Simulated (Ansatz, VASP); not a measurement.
This is a calculation of NiO for VASP 6.6.1. 

File INCAR:

```
ALGO     = Normal         # electronic algorithm
EDIFF    = 1E-7           # SCF threshold, eV
EDIFFG   = -0.01          # ionic threshold
ENCUT    = 630            # plane-wave cutoff, eV
GGA      = PE             # functional
IBRION   = 2              # ionic algorithm
ISIF     = 3              # what is computed and relaxed
ISMEAR   = -1             # smearing method
ISPIN    = 2              # spin polarisation
LASPH    = True           # aspherical terms in the spheres
LCHARG   = False          # write CHGCAR
LMAXMIX  = 4              # l up to which the mixer works
LORBIT   = 11             # projections on sites
LREAL    = False          # projectors in reciprocal space
LWAVE    = False          # write WAVECAR
MAGMOM   = 1 0            # initial moments
NELM     = 150            # most SCF steps
NSW      = 60             # ionic steps
PREC     = Accurate       # precision mode
SIGMA    = 0.05           # smearing width, eV
```

Contents of KPOINTS:

```
k-points
0
Gamma
  11 11 11
```

The input POSCAR:

```
NiO
1.0
    0.0000000000      2.0859016414      2.0859016414
    2.0859016414      0.0000000000      2.0859016414
    2.0859016414      2.0859016414      0.0000000000
Ni O
1 1
Direct
    0.0000000000      0.0000000000      0.0000000000
    0.5000000000      0.5000000000      0.5000000000
```

Potentials or basis: VASP PAW PBE potentials, release 64 (Ni_GW, O_GW).

Command:

```bash
$ cat potpaw_PBE.64/Ni_GW/POTCAR potpaw_PBE.64/O_GW/POTCAR > POTCAR
$ mpirun -np 1 vasp_std > vasp.out
```

Task: Translate it to Ansatz 0.2.0. Potentials or basis there: all-electron LAPW, scalar-relativistic.

Result: As run (cutoffs and basis follow the program's own potentials, and thresholds, step limits or extra output files can differ):

input.yaml

```yaml
crystal:
  lattice:
    - [0.0, 2.0859016414, 2.0859016414]
    - [2.0859016414, 0.0, 2.0859016414]
    - [2.0859016414, 2.0859016414, 0.0]
  atoms:
    - { symbol: Ni, position: [0.0, 0.0, 0.0], spin: 1.0 }
    - { symbol: O, position: [0.5, 0.5, 0.5] }
kpoints:
  mp_grid: { grid: [11, 11, 11] }
scf:
  occupations: { method: fermi_dirac, width: 0.05 }
hamiltonian:
  xc: pbe
  pseudopotentials: { kind: all_electron, lapw: { basis_error: 0.001 } }
magnetization:
  spin_polarized: true
output:
  forces: true
  stress: true
relax:
  f_tol: 0.02
  max_steps: 60
  cell: {}
```

Potentials or basis: all-electron LAPW, scalar-relativistic.

Run with:

```console
$ ansatz run input.yaml --threads 2 --pin off --max-ram 6144MiB --backend cpu --events-out ev --progress --plain --runs-dir out
```

Both were run:

|  | VASP | Ansatz |
| --- | --- | --- |
| Relaxed volume | 9.33 Å³/atom | 9.39 Å³/atom |
| Relaxed cell | a = 2.977 Å, b = 2.977 Å, c = 2.977 Å, α = 60.00°, β = 60.00°, γ = 60.00° | a = 2.984 Å, b = 2.984 Å, c = 2.984 Å, α = 60.00°, β = 60.00°, γ = 60.00° |
| Space group after relaxing | Fm-3m (No. 225) | Fm-3m (No. 225) |
| Pressure after relaxing | 0.0 GPa | 0.0 GPa |
| Net moment | 1.78 μB per cell | 1.85 μB per cell |

Where Ansatz's input types no cutoff or centring, it takes its own default and a Γ-centred mesh.

The magnetic state is the one that the start led to; the real crystal's order can differ.

Pressure is positive in compression.
